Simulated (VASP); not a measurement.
A run of VASP 6.6.1 is set up as follows.

INCAR

```
SYSTEM = Pt
ALGO     = Normal         ! electronic algorithm
DIPOL    = 0.5 0.5 0.294
EDIFF    = 1E-7           ! SCF threshold, eV
ENCUT    = 520            ! plane-wave cutoff, eV
GGA      = PE             ! functional
IDIPOL   = 3            
ISIF     = 2              ! what is computed and relaxed
ISMEAR   = -1             ! smearing method
LASPH    = .TRUE.         ! aspherical terms in the spheres
LCHARG   = .FALSE.        ! write CHGCAR
LDAU     = .TRUE.         ! DFT+U
LDAUJ    = 0            
LDAUL    = 2              ! shell
LDAUPRINT= 1            
LDAUTYPE = 2            
LDAUU    = 6              ! U, eV
LDIPOL   = .TRUE.       
LMAXMIX  = 4              ! l up to which the mixer works
LREAL    = .FALSE.        ! projectors in reciprocal space
LWAVE    = .FALSE.        ! write WAVECAR
NELM     = 100            ! most SCF steps
PREC     = Accurate       ! precision mode
SIGMA    = 0.05           ! smearing width, eV
```

Contents of KPOINTS:

```
k-points
0
G
  10 10 1
  0 0 0
```

The input POSCAR:

```
Pt
1.0
    2.5230800000      0.0000000000      0.0000000000
    0.0000000000      2.5230800000      0.0000000000
    0.0000000000      0.0000000000     23.8000000000
Pt
1
Direct
    0.0000000000      0.0000000000      0.2941200000
```

Potentials or basis: VASP PAW PBE potentials, release 64 (Pt).

Command:

```console
$ cat potpaw_PBE.64/Pt/POTCAR > POTCAR
$ mpirun -np 1 vasp_std > vasp.out
```

(1) What does it give for the band gap on the k mesh?

## Answers

(1) none (metal or under the smearing width).

Caveat: U without spin polarisation on a metal has little footing; the U is typed as a test and isn't derived for this compound.
